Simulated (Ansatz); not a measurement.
**Y in Ansatz: the effect of functional**

Y:

```
Y
1.0
     0.00000    2.55199    2.55199
     2.55199    0.00000    2.55199
     2.55199    2.55199    0.00000
Y
1
Direct
  0.00000 0.00000 0.00000
```

This isn't the form of Y at room conditions, which is hcp.

Alike in all runs:

- Program: Ansatz 0.2.0
- Task: band structure
- Potentials or basis: Ansatz PAW
- k mesh: 5 × 5 × 5
- Occupations: fermi-dirac, width 0.05 eV
- Spin: no spin polarisation

```csv
functional,cutoff,pressure (GPa)
LDA,420 eV (not typed: the program's choice for these potentials),?
PBEsol,420 eV (not typed: the program's choice for these potentials),-2.1
r2SCAN,500 eV (not typed: the program's choice for these potentials),0.9
```

Q: What does the run with functional LDA give?

A: Pressure -3.9 GPa.

Caveats: all runs use coarse meshes; the PAW data sets come from PBE, with cores solved anew for the run's functional, which leaves a small shift of forces and pressure.
